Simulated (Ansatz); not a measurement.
# MoS2: pressure against volume

The task here is to estimate one member of a computed series from the others.

Computed with Ansatz 0.2.0 (DFT PBE, scalar-relativistic, unless a step's input says otherwise).

## The structure to begin with

It takes space group P6_3/mmc (No. 194, hexagonal). Conventional cell: a = 3.161 Å, b = 3.161 Å, c = 12.295 Å, α = 90.00°, β = 90.00°, γ = 120.00°. Mo (site symmetry -6m2) is surrounded by 6 S at 2.37 Å. S (site symmetry 3m) has 3 Mo at 2.37 Å as nearest neighbours.

Structure file:

```cif
data_structure
_symmetry_space_group_name_H-M 'P 1'
_symmetry_Int_Tables_number 1
_cell_length_a 3.1610
_cell_length_b 3.1610
_cell_length_c 12.2950
_cell_angle_alpha 90.000
_cell_angle_beta 90.000
_cell_angle_gamma 120.000
_cell_volume 106.39
loop_
_atom_site_label
_atom_site_type_symbol
_atom_site_fract_x
_atom_site_fract_y
_atom_site_fract_z
_atom_site_occupancy
Mo1 Mo 0.33333 0.66667 0.25000 1
Mo2 Mo 0.66667 0.33333 0.75000 1
S1 S 0.33333 0.66667 0.62750 1
S2 S 0.66667 0.33333 0.12750 1
S3 S 0.33333 0.66667 0.87250 1
S4 S 0.66667 0.33333 0.37250 1
```

Atoms are numbered in the order of the input: Mo1, Mo2, S3, S4, S5, S6.

Set-up of the first run:

input.yaml reads:

```yaml
crystal:
  lattice:
    - [3.1182801267, 0.0, 0.0]
    - [-1.5591400634, 2.7005098059, 0.0]
    - [0.0, 0.0, 12.1288309816]
  atoms:
    - { symbol: Mo, position: [0.3333333333, 0.6666666667, 0.25] }
    - { symbol: Mo, position: [0.6666666667, 0.3333333333, 0.75] }
    - { symbol: S, position: [0.3333333333, 0.6666666667, 0.6275] }
    - { symbol: S, position: [0.6666666667, 0.3333333333, 0.1275] }
    - { symbol: S, position: [0.3333333333, 0.6666666667, 0.8725] }
    - { symbol: S, position: [0.6666666667, 0.3333333333, 0.3725] }
kpoints:
  mp_grid: { grid: [10, 10, 3] }
  band_path:
    path:
      - [0.0, 0.0, 0.0]
      - [0.5, 0.0, 0.0]
      - [0.3333333333, 0.3333333333, 0.0]
      - [0.0, 0.0, 0.0]
      - [0.0, 0.0, 0.5]
      - [0.5, 0.0, 0.5]
      - [0.3333333333, 0.3333333333, 0.5]
      - [0.0, 0.0, 0.5]
      - [0.5, 0.0, 0.5]
    npoints: 5
scf:
  occupations: { method: fermi_dirac, width: 0.03 }
hamiltonian:
  xc: pbe
  pseudopotentials: { kind: all_electron, lapw: { basis_error: 0.001 } }
output:
  forces: true
  stress: true
  eigenvalues: true
```

Launch:

```console
ansatz run input.yaml --threads 2 --pin off --max-ram 6144MiB --backend cpu --events-out ev --progress --plain --runs-dir out
```

Among the steps run: Volume × 0.96, LAPW; Volume × 0.96, PAW; Volume × 0.96, crystal datasets; Volume × 0.99, LAPW; Volume × 0.99, PAW; Volume × 0.99, crystal datasets; Volume × 1.02, LAPW; Volume × 1.02, PAW; Volume × 1.02, crystal datasets; Volume × 1.06, LAPW; Volume × 1.06, PAW; Volume × 1.06, crystal datasets.

One table of the session follows, with a row left open; its other results are not shown here.

| method | volume (Å³/atom) | pressure (GPa) | gap on the k mesh (eV) | largest force (eV/Å) |
| --- | --- | --- | --- | --- |
| LAPW | 17.023 | 16.69 | 0.87 | 2.027 |
| LAPW | 17.555 | 10.71 | 0.87 | 1.408 |
| LAPW | 18.087 | ? | ? | ? |
| LAPW | 18.796 | -0.15 | 0.86 | 0.205 |
| PAW | 17.023 | 16.67 | 0.86 | 2.026 |
| PAW | 17.555 | 10.68 | 0.86 | 1.407 |
| PAW | 18.087 | 5.56 | 0.86 | 0.853 |
| PAW | 18.796 | -0.17 | 0.85 | 0.204 |
| crystal datasets | 17.023 | 16.68 | 0.87 | 2.027 |
| crystal datasets | 17.555 | 10.70 | 0.87 | 1.408 |
| crystal datasets | 18.087 | 5.57 | 0.86 | 0.854 |
| crystal datasets | 18.796 | -0.15 | 0.86 | 0.205 |

**Question.** Estimate the row for LAPW, 18.087.

**Answer.** pressure (GPa): 5.58; gap on the k mesh (eV): 0.86; largest force (eV/Å): 0.854. In the column «pressure (GPa)» it lies between crystal datasets, 18.087 (5.57) and PAW, 17.555 (10.68).

Caveats from the session: Shape and positions are held, so a fully relaxed modulus can be lower. Warnings in the runs' records: gradients without spin orbit, crystal datasets made.
